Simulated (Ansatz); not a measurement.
Relaxed ZnTe (zinc blende):

```
CELL_PARAMETERS angstrom
      0.00000     3.08955     3.08955
      3.08955     0.00000     3.08955
      3.08955     3.08955     0.00000
ATOMIC_POSITIONS crystal
  Te 0.75000 0.75000 0.75000
  Zn 0.00000 0.00000 0.00000
```

Scan: atom 2 (Zn, nearest neighbour Te at 2.676 Å; its periodic images, 4.4 Å or more away, move with it) is displaced along Cartesian [110], direction (0.707, 0.707, 0.000) in Cartesian axes, by s. The other atoms stay.

All values below come from PBE (plane waves to 420 eV, PAW, scalar-relativistic; Ansatz, a quantum-chemistry and plane-wave program). k mesh 8×8×8 (Γ-centred), Fermi-Dirac smearing 0.05 eV. Energies are smeared free energies. Compression counts positive. Spin-orbit coupling is left out, though Te is heavy. ZnTe was relaxed with its symmetry unable to fall. The zero of ΔE is the undisplaced structure.

| s (Å) | ΔE (eV/cell) | P (GPa) |
|---|---|---|
| -0.270 | 0.1708 | ___ |
| -0.216 | 0.1077 | 0.83 |
| -0.162 | 0.0599 | 0.46 |
| -0.108 | 0.0264 | ___ |
| -0.054 | 0.0066 | 0.06 |
| 0.000 | 0.0000 | 0.00 |
| 0.054 | 0.0066 | 0.06 |
| 0.108 | 0.0264 | ___ |
| 0.162 | 0.0599 | 0.46 |
| 0.216 | 0.1077 | 0.83 |
| 0.270 | 0.1708 | ___ |

Problem. Fill in the missing entries.

Solution. 
- -0.270, P (GPa): 1.30
- -0.108, P (GPa): 0.21
- 0.108, P (GPa): 0.21
- 0.270, P (GPa): 1.30

(For displaced atoms, the force is minus the slope of the energy, and its curvature is a force constant, which sets phonon frequencies.)
